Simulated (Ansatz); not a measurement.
`OB(O)C1=CCC=C1` + `[SiH3][TeH]` → `OB(O)[Te][SiH3]` + `C1=CCC=C1`  (ligand exchange at a B–C bond)

Computed with Ansatz on PBE0-D4/def2-TZVP structures; ΔE is electronic, products minus reactants. CCSD(T)/CBS is the MP2 limit (def2-TZVPP, def2-QZVPP) plus CCSD(T) − MP2 in def2-TZVPP, frozen cores. Functionals use def2-TZVPP. Elements past krypton have def2 core potentials. For Te outer-core shells are correlated without core-valence functions, which leaves a few kJ/mol of doubt a bond. Each species was taken in one conformer, which may not be the lowest.

`OB(O)C1=CCC=C1`:

Z-matrix (Å, degrees):
```
C
C 1 1.492
C 1 1.490 2 103.0
H 1 1.098 2 112.4 3 -120.5
H 1 1.098 2 112.4 3 120.5
C 2 1.341 1 109.1 3 0.0
H 2 1.082 1 124.0 3 -180.0
C 3 1.351 1 110.4 2 -0.0
H 3 1.084 1 122.7 2 -179.9
H 6 1.082 2 126.4 1 180.0
B 8 1.556 3 127.3 1 -179.9
O 11 1.362 8 118.4 3 179.1
O 11 1.369 8 123.8 3 -0.9
H 12 0.961 11 111.9 8 180.0
H 13 0.958 11 113.3 8 -0.3
```

`[SiH3][TeH]`:

Cartesian coordinates in Å:
```
Si 0.249 0.441 0.406
Te 0.293 -1.379 -1.298
H -0.397 -0.010 1.664
H 1.675 0.762 0.659
H -0.456 1.643 -0.103
H -1.363 -1.458 -1.328
```

`OB(O)[Te][SiH3]`:

Z-matrix (Å, degrees):
```
Si
Te 1 2.486
H 1 1.483 2 109.8
H 1 1.495 2 109.1 3 118.4
H 1 1.484 2 112.7 3 -122.1
B 2 2.197 1 95.6 3 -140.2
O 6 1.353 2 114.2 1 -173.1
O 6 1.355 2 125.5 1 7.7
H 7 0.963 6 112.1 2 -178.2
H 8 0.962 6 114.5 2 2.1
```

`C1=CCC=C1`:

```xyz
11

C    -0.974   -0.813    0.288
C    -0.002   -0.401    1.117
C     0.908    0.525    0.381
C     0.312    0.581   -0.987
C    -0.778   -0.201   -1.023
H    -1.781   -1.490    0.537
H     0.125   -0.679    2.154
H     1.942    0.157    0.364
H     0.951    1.517    0.850
H     0.717    1.166   -1.801
H    -1.420   -0.362   -1.880
```

```json
{"level": "r2SCAN", "ΔE (kJ/mol)": "-19.7"}
{"level": "HF/def2-TZVPP", "ΔE (kJ/mol)": "-5.5"}
{"level": "HF/def2-QZVPP", "ΔE (kJ/mol)": "-5.3"}
{"level": "HF/CBS(def2)", "ΔE (kJ/mol)": "-5.3"}
```

Question: What does CCSD(T)/CBS give? (An estimate is asked.)

Answer: The calculation gave: -20.3 kJ/mol. The listed levels differ from it by 0.6, 14.8, 15.0, 15.0 kJ/mol.

Largest T1 diagnostic among the species: 0.012.

In def2-TZVPP, CCSD(T) changes the Hartree–Fock value by −11.3 kJ/mol (the triples alone add −2.9 kJ/mol) and MP2 by −18.8 kJ/mol.

CCSD(T)/CBS has its own doubt, a few kJ/mol and more with outer-core shells, so smaller differences from it don't rank the levels.
